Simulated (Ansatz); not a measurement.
**TiTe2 under changes of volume**

One of the cells (26.760 Å³/atom); the others are scaled copies at fixed shape and fractional positions:

```xyz
3
Lattice="3.7770 0.0000 0.0000 -1.8885 3.2710 0.0000 0.0000 0.0000 6.4980" Properties=species:S:1:pos:R:3 pbc="T T T"
Te    0.0000    2.1807    4.7903
Te    1.8885    1.0903    1.7077
Ti    0.0000    0.0000    0.0000
```

```yaml
Program: Ansatz 0.2.0
Functional: PBE
Potentials_or_basis: Ansatz PAW earlier set
Cutoff: 910 eV
Density_cutoff: 3640 eV
k_mesh: 8 × 8 × 4
Occupations: fermi-dirac, width 0.05 eV
Spin: no spin polarisation
```

| volume (Å³/atom) | energy over the lowest point (meV/atom) | pressure (GPa) | largest force (eV/Å) |
| --- | --- | --- | --- |
| 25.154 | 31.83 | 5.5 | 0.580 |
| 25.689 | 16.30 | 3.8 | 0.377 |
| 26.225 | 6.16 | 2.3 | 0.188 |
| 26.760 | ? | ? | ? |
| 27.295 | 0.00 | -0.3 | 0.153 |
| 27.830 | 3.08 | -1.5 | 0.307 |
| 28.365 | 9.74 | -2.5 | 0.450 |

Task: What does the run at 26.760 Å³/atom give?

Result: Energy over the lowest point 0.89 meV/atom; pressure 0.9 GPa; largest force 0.012 eV/Å.

Worked out: A Birch-Murnaghan fit of order 3 (a polynomial in V^(-2/3)) to the other rows has its minimum at 27.14 Å³/atom with B0 = V·E''(V) = 62 GPa and B' = 4.2 at fixed shape and positions, which overstates the stiffness. It gives 0.88 meV/atom at 26.760 Å³/atom, against the run's 0.89, and -dE/dV = 0.9 GPa, against 0.9.

Energies are extrapolated to zero smearing.

Caveats: this functional lacks dispersion, which binds the layers, so the pressure and a relaxed spacing across them are unreliable.
